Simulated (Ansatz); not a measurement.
# TiO2: the cost of one run

Method: DFT PBE+U+D3(BJ), scalar-relativistic, plane waves, PAW, in Ansatz 0.2.0.

18 further runs of the same task are left out: 1 for a known fault of the program, 17 set aside as unsound or not needed.

## 1. The structure to begin with

It takes space group R-3m (No. 166, trigonal). The conventional cell has a = 3.008 Å, b = 3.008 Å, c = 14.686 Å, α = 90.00°, β = 90.00°, γ = 120.00°. Ti (site symmetry -3m) has 6 O at 1.98 Å as nearest neighbours. O (site symmetry 3m) has 3 Ti at 1.98 Å as nearest neighbours.

Structure file:

```cif
data_structure
_symmetry_space_group_name_H-M 'P 1'
_symmetry_Int_Tables_number 1
_cell_length_a 5.1941
_cell_length_b 5.1941
_cell_length_c 5.1941
_cell_angle_alpha 33.664
_cell_angle_beta 33.664
_cell_angle_gamma 33.664
_cell_volume 38.36
loop_
_atom_site_label
_atom_site_type_symbol
_atom_site_fract_x
_atom_site_fract_y
_atom_site_fract_z
_atom_site_occupancy
Ti1 Ti 0.00000 0.00000 0.00000 1
O1 O 0.60176 0.60176 0.60176 1
O2 O 0.39824 0.39824 0.39824 1
```

It goes back to an entry of the Materials Project, which need not be the stable form.

This cell was relaxed beforehand with the same method: volume 12.79 Å³/atom, gap on the mesh 2.93 eV.

## 2. Plan of the line

The energy is mapped over volume and the cell's shape.

First coordinate, volume per atom: 7 values from 11.25 to 14.32 Å³. Second coordinate, c/a of the conventional cell: 7 values from 4.070 to 5.856.

Nothing else is relaxed (fractional coordinates fixed). Energies count from the relaxed crystal. Points are written as (first, second).

## 3. Grid point (12.79 Å³, 4.070)

Input file input.yaml:

```yaml
crystal:
  lattice:
    - [1.598109913, 0.9226691885, 4.3358852754]
    - [-1.598109913, 0.9226691885, 4.3358852754]
    - [0.0, -1.845338377, 4.3358852754]
  atoms:
    - { symbol: Ti, position: [0.0, 0.0, 0.0] }
    - { symbol: O, position: [0.6017580785, 0.6017580785, 0.6017580785] }
    - { symbol: O, position: [0.3982419215, 0.3982419215, 0.3982419215] }
basis:
  ecutwfc: 520.0
kpoints:
  mp_grid: { grid: [12, 12, 12] }
hamiltonian:
  xc: pbe
  pseudopotentials: { kind: paw, azcp: { folder: soft_1 } }
  dispersion: d3bj
  hubbard: { sites: [{ species: Ti, l: d, u_eff: 4.0 }] }
scf:
  occupations: { method: gaussian, width: 0.05 }
output:
  forces: true
  stress: true
  eigenvalues: true
```

The run is started by

```sh
$ ansatz run input.yaml --threads 1 --pin off --max-ram 2048MiB --backend cpu --events-out ev --progress --plain --runs-dir out
```

What time and memory should one allow on 1 thread of Arm Neoverse N1, shared host?

About 23 s, with a peak of 0.49 GiB.
